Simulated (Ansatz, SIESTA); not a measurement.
## SiO2: 3 runs at one level of theory

```xyz
12
Lattice="5.0691 0.0000 0.0000 -2.5345 4.3899 0.0000 0.0000 0.0000 8.5585" Properties=species:S:1:pos:R:3 pbc="T T T"
Si    0.0000    2.9266    3.7411
Si    0.0000    2.9266    0.5381
Si    2.5345    1.4633    4.8174
Si    2.5345    1.4633    8.0204
O     2.1354    0.0000    0.0000
O     0.0000    2.9266    2.1396
O     2.5345    1.4633    6.4189
O    -1.4668    2.5406    4.2792
O     1.4668    2.5406    0.0000
O     2.9337    0.0000    4.2792
O     1.0677    1.8493    4.2792
O    -1.0677    1.8493    0.0000
```

The cell comes from a database or a generator and needn't be the stable form of this composition.

Alike in all runs: task band structure; functional PBEsol; k mesh 6 × 6 × 3; occupations fermi-dirac, width 0.05 eV; no spin polarisation; no spin-orbit coupling. Pressure is positive in compression and, in plane waves, holds the error of the finite cutoff, which Ansatz's Pulay term estimates and takes out. Gaps are the smaller of the mesh's and the band path's.

```csv
program and potentials,plane-wave cutoff (eV),notes,band gap (eV),pressure (GPa),largest force (eV/Å)
"Ansatz, Ansatz PAW",420,"potentials made for PBE, which Ansatz adapts in part; Pulay term of +0.52 GPa included",5.59,2.03,0.144
"Ansatz, all-electron LAPW, scalar-relativistic",-,-,?,?,?
"SIESTA, files PseudoDojo sr-pbesol-0.4.1-standard, DZP (energy shift 0.003 Ry)",-,atomic basis,6.43,4.50,0.450
```

Question: Estimate from the other rows what the run with Ansatz, all-electron LAPW, scalar-relativistic gave.

Answer: Band gap 5.59 eV; pressure 1.97 GPa; largest force 0.141 eV/Å. The other rows, which needn't bracket it: band gap 5.59 to 6.43; pressure 2.03 to 4.50; largest force 0.144 to 0.450.
